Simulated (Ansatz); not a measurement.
YN in the rocksalt structure (r2SCAN geometry), in Ansatz:

```cif
data_structure
_symmetry_space_group_name_H-M 'Fm-3m'
_symmetry_Int_Tables_number 225
_cell_length_a 4.8961
_cell_length_b 4.8961
_cell_length_c 4.8961
_cell_angle_alpha 90.000
_cell_angle_beta 90.000
_cell_angle_gamma 90.000
_cell_volume 117.37
loop_
_atom_site_label
_atom_site_type_symbol
_atom_site_symmetry_multiplicity
_atom_site_Wyckoff_symbol
_atom_site_fract_x
_atom_site_fract_y
_atom_site_fract_z
_atom_site_occupancy
Y1 Y 4 a 0.00000 0.00000 0.00000 1
N1 N 4 b 0.50000 0.00000 0.00000 1
```

G0W0@HSE06 with 110 empty bands, a screening cutoff of 140 eV and a 4×4×4 mesh (PAW, contour deformation) gives 0.956 eV over the mesh points, from an HSE06 gap of 1.083 eV; it sums over 118 bands with 113 plane waves in the screening and a wave cutoff of 420 eV. No extrapolation in bands, cutoff or mesh was made for G0W0. No spin polarisation and no zero-point or thermal motion.

(1) Another run gave a Kohn-Sham gap of 0.528 eV and a G0W0 gap of 0.603 eV, summing over 118 bands with 113 plane waves in the screening and a wave cutoff of 500 eV. What was changed?

Answers

(1) Starting point r2SCAN, with them a wave cutoff of 500 eV. The Kohn-Sham gap has moved while bands and screening basis stay; the higher wave cutoff is that of a meta-GGA.
